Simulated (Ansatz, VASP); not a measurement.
**BN (Qingsongite): VASP beside Ansatz**

```xyz
2
Lattice="0.0000 1.8028 1.8028 1.8028 0.0000 1.8028 1.8028 1.8028 0.0000" Properties=species:S:1:pos:R:3 pbc="T T T"
B     0.0000    0.0000    0.0000
N     0.9014    0.9014    0.9014
```

Alike in both runs: functional PBEsol; k mesh 10 × 10 × 10; occupations fermi-dirac, width 0.01 eV; no spin polarisation.

Ansatz relaxed the structure, and its values are those at the end. VASP's run is a single point on that final structure, the one shown.

|  | VASP | Ansatz |
| --- | --- | --- |
| version | VASP 6.6.1 | Ansatz 0.2.0 |
| potentials or method | VASP PAW PBE potentials, release 64 (B, N) | plane waves, PAW |
| plane-wave cutoff (eV) | 520 | 420 |
| valence electrons in the cell | 8 | 8 |

VASP gave:

* pressure (GPa): 0.6

Q: Estimate Ansatz's values.

A: Pressure (GPa): 0.0.

Caveats: the PAW data sets were made with another functional, which shifts forces and pressure a little (VASP). A k mesh can miss the band edges.
